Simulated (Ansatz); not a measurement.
## TiO2 (I4_1/amd), zone-centre modes

All numbers below come from DFT r2SCAN+U, scalar-relativistic, plane waves, PAW (Ansatz). Settings: plane waves to 500 eV, k-mesh 6×6×6 (Γ-centred), Gaussian smearing 0.05 eV. U_eff on d shells: Ti 4 eV. No spin polarisation.

The undisturbed cell (relaxed at this level):

```xyz
6
Lattice="2.6848 -2.6848 -0.0202 2.6848 2.6848 -0.0202 -2.6486 0.0000 4.8501" Properties=species:S:1:pos:R:3 pbc="T T T"
Ti    2.0226    2.0136    1.1924
Ti    0.6983   -2.0136    3.6174
O    -0.6472   -0.6712    3.2038
O     3.3682    0.6712    1.6060
O     2.0439   -0.6712    4.0311
O     0.6770    0.6712    0.7787
```

Harmonic modes by finite displacements of 0.02 Å, without the LO–TO term.

Task: At this geometry, is the structure stable against these modes?

Result: Yes: no mode is imaginary beyond 10 cm⁻¹, and only the three translations lie near zero.

Task: List the wavenumbers in cm⁻¹.

Result: 0, 0, 0, 172, 172, 199, 199, 284, 284, 382, 403, 441, 441, 511, 527, 552, 643, 643.

Cost: 1 run of about 11 core-minutes, on Arm Neoverse V2 (shared hosts).